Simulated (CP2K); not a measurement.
Runs of CP2K 2026.2 on BN. The structure is hexagonal, space group P6_3/mmc (No. 194). The conventional cell has a = 2.498 Å, b = 2.498 Å, c = 6.636 Å, α = 90.00°, β = 90.00°, γ = 120.00°. N (site symmetry -6m2) is surrounded by 3 B at 1.44 Å. Around B (site symmetry -6m2) lie 3 N at 1.44 Å. 

| task | level | smearing | EPS_DEFAULT | NGRIDS | points a segment of the path (NPOINTS) | bands added on the path | CUTOFF of the grids | gap on the mesh (eV) | pressure (GPa) |
| --- | --- | --- | --- | --- | --- | --- | --- | --- | --- |
| band structure | PBE | fermi-dirac 0.01 eV | 1.0E-9 | 5 | 6 | 6 | 450 Ry | 4.30 | 5.2 |
| band structure | TB-mBJ | fermi-dirac 0.0259 eV | 1.0E-9 | 4 | 10 | 2 | 675 Ry | 5.02 | - |
| band structure | optB88-vdW | fermi-dirac 0.05 eV | 1.0E-9 | 5 | 8 | 6 | 675 Ry | (a) | 3.9 |
| band structure | PBE | fermi-dirac 0.05 eV | 1.0E-9 | 5 | 8 | 6 | 675 Ry | 4.30 | 5.2 |
| band structure | TB-mBJ | fermi-dirac 0.1 eV | 1.0E-9 | 4 | 8 | 4 | 675 Ry | 5.02 | - |
| band structure | BLYP | fermi-dirac 0.05 eV | 1.0E-9 | 4 | 10 | 2 | 675 Ry | 4.44 | 7.8 |
| single point | PBEsol | fermi-dirac 0.05 eV | 1.0E-10 | 5 | - | - | 450 Ry | 4.17 | 4.2 |
| band structure | PBEsol | fermi-dirac 0.05 eV | 1.0E-9 | 5 | 8 | 6 | 675 Ry | 4.17 | 4.2 |

Alike in all rows: potentials or basis POTENTIAL_UZH N GTH-PBE-q5, B GTH-PBE-q3; TZVP-MOLOPT-PBE-GTH basis; no spin polarisation; cell as given; k mesh 12 × 12 × 4.

Question: Estimate the missing entries.

Answer: (a) 4.36.

Caveats: the basis of atomic orbitals isn't converged, which shifts pressures, moduli and gaps; the potentials were made for another functional, which shifts forces and pressure (some runs); this functional lacks dispersion, which binds the layers, so the pressure and a relaxed spacing across them are unreliable (some runs); this is a model potential without an energy functional, so only levels have meaning (some runs).

A k mesh can miss the band edges.

Not every run made on this cell is shown here.
